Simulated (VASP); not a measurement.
A run of VASP 6.6.1 is set up as follows.

The input INCAR:

```
PREC = Accurate
ENCUT = 520
EDIFF = 1E-8
ISMEAR = 0
SIGMA = 0.01
LREAL = F
LASPH = T
NELM = 100
ALGO = Normal
ISIF = 2
LWAVE = F
LCHARG = F
GGA = PS
LEPSILON = T
```

Contents of KPOINTS:

```
Automatic mesh
0
Gamma
  10 10 10
```

The input POSCAR:

```
BN
1.0
    1.2511217800      0.7223355000      3.3729344000
   -1.2511217800      0.7223355000      3.3729344000
    0.0000000000     -1.4446710000      3.3729344000
B N
1 1
Direct
    0.9996712012      0.9996712012      0.9996712012
    0.3327618003      0.3327618003      0.3327618003
```

Potentials or basis: VASP PAW PBE potentials, release 64 (B, N).

The run is started by

```console
$ cat potpaw_PBE.64/B/POTCAR potpaw_PBE.64/N/POTCAR > POTCAR
$ mpirun -np 1 vasp_std > vasp.out
```

What does it give for the electronic dielectric tensor (diagonal)?

4.79, 4.79, 2.64.

What does it give for the Born charges (mean of the diagonal)?

B +2.03; N -2.03 e.

Predict the band gap on the k mesh.

4.14 eV, indirect (least direct gap 4.83 eV).

Born effective charge tensors (e):
atom 1, B
```
2.70 0.00 0.00
0.00 2.70 0.00
0.00 0.00 0.68
```
atom 2, N
```
-2.70  0.00  0.00
 0.00 -2.70  0.00
 0.00  0.00 -0.68
```

 A k mesh can miss the band edges.
